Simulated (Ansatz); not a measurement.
**MoSe2: a line through an energy map**

The task here is to estimate one member of a computed series from the others.

The COD entry's cell or inner coordinates are ideal or old and differ from later refinements, so a difference from it is no clean test against experiment.

Method: DFT LDA+D3(BJ), scalar-relativistic, plane waves, PAW, in Ansatz 0.2.0.

16 further runs of the same task are left out: 16 set aside as unsound or not needed.

## The starting structure

The structure is hexagonal, space group P6_3/mmc (No. 194). The conventional cell has a = 3.204 Å, b = 3.204 Å, c = 12.166 Å, α = 90.00°, β = 90.00°, γ = 120.00°. Around Mo (site symmetry -6m2) lie 6 Se at 2.49 Å. Se (site symmetry 3m) has 3 Mo at 2.49 Å as nearest neighbours.

Coordinates:

```xyz
6
Lattice="3.2039 0.0000 0.0000 -1.6020 2.7747 0.0000 0.0000 0.0000 12.1661" Properties=species:S:1:pos:R:3 pbc="T T T"
Mo    0.0000    1.8498    3.0415
Mo    1.6020    0.9249    9.1246
Se    0.0000    1.8498    7.4617
Se    1.6020    0.9249    1.3787
Se    0.0000    1.8498   10.7874
Se    1.6020    0.9249    4.7044
```

It is the result of an earlier relaxation at this level (volume 18.03 Å³/atom; gap on the mesh: 0.48 eV).

## The scan

The energy is mapped over volume and the cell's shape.

- volume per atom: 7 values from 16.58 to 19.47 Å³
- c/a of the conventional cell: 7 values from 3.505 to 4.114

Nothing else is relaxed (fractional coordinates fixed). Energies count from the relaxed crystal. Points are written as (first, second).

The first run:

input.yaml

```yaml
crystal:
  lattice:
    - [3.0339482538, 0.0, 0.0]
    - [-1.5169741269, 2.6274762616, 0.0]
    - [0.0, 0.0, 12.4822699059]
  atoms:
    - { symbol: Mo, position: [0.3333333333, 0.6666666667, 0.25] }
    - { symbol: Mo, position: [0.6666666667, 0.3333333333, 0.75] }
    - { symbol: Se, position: [0.3333333333, 0.6666666667, 0.6133208416] }
    - { symbol: Se, position: [0.6666666667, 0.3333333333, 0.1133208416] }
    - { symbol: Se, position: [0.3333333333, 0.6666666667, 0.8866791584] }
    - { symbol: Se, position: [0.6666666667, 0.3333333333, 0.3866791584] }
basis:
  ecutwfc: 420
kpoints:
  mp_grid: { grid: [15, 15, 4] }
hamiltonian:
  xc: lda
  pseudopotentials: { kind: paw, azcp: { folder: soft_1 } }
  dispersion: d3bj
scf:
  occupations: { method: gaussian, width: 0.05 }
output:
  forces: true
  stress: true
  eigenvalues: true
  write_density: true
  write_potential: true
  elf: true
  volumetric_format: npy
```

Launch:

```console
$ ansatz run input.yaml --threads 2 --pin off --max-ram 4096MiB --backend cpu --events-out ev --progress --plain --runs-dir out
```

Steps of the session up to this table: The run at (16.58 Å³, 4.114); Point (17.06 Å³, 4.114); Point (17.55 Å³, 4.114); Grid point (18.03 Å³, 4.114); Grid point (18.51 Å³, 4.114); Grid point (18.99 Å³, 4.114).

One table of the session follows, with a row left open; its other results are not shown here.

```
volume per atom (Å³)  energy (meV/atom)  slope (meV/atom per Å³)  pressure (GPa)  band gap on the k-mesh (eV)  largest force on an atom (eV/Å)
               16.58                 97                      −88            14.1                        0.570                             0.51
               17.06                 64                      −50             8.1                        0.612                             0.01
               17.55                 47                      −18             2.9                        0.604                             0.44
               18.03                 46                       10            −1.6                        0.595                             0.84
               18.51                 56                       34            −5.4                        0.587                             1.20
               18.99                  ?                        ?               ?                            ?                                ?
               19.47                108                       72           −11.6                        0.573                             1.81
```

Q: Estimate the row for volume per atom (Å³) = 18.99 from the others.

Worked estimate for «energy (meV/atom)». A straight line through the neighbours (18.51, 56) and (19.47, 108) gives 56 + (108 − 56) × (18.99 − 18.51) / (19.47 − 18.51) = 82; a parabola fitted to 3 rows on both sides gives 77.

As computed: energy (meV/atom): 78; slope (meV/atom per Å³): 55; pressure (GPa): −8.7; band gap on the k-mesh (eV): 0.580; largest force on an atom (eV/Å): 1.52. In «energy (meV/atom)» the line misses by +4 and the parabola by -1.

Energies count from the relaxed crystal. Rows without a step come from runs not printed here or follow by symmetry. Slopes come from the forces (and the stress, where the cell changes), not from differences of energies.

In words: Along the line the energy is lowest at 18.03 Å³, 46 meV/atom from the zero. Energies and slopes round the minimum, fitted together, put the minimum at 17.850 Å³, with a curvature of about 57 meV/atom per (Å³)². V·d²E/dV² there is about 160 GPa, a bulk modulus under this line's constraint. The highest point computed, at 19.47 Å³, lies 63 meV/atom above the lowest. This is one cut through a surface in two coordinates; the map's lowest point lies off it. A rigid map gives upper bounds: relaxing the other coordinates can only lower a point. The gap on the mesh closes on part of the grid.

To keep in mind: These are semilocal Kohn-Sham gaps, which aren't the measured quantity. Warnings in the runs' records: pseudo functional mismatch, dispersion damping borrowed.
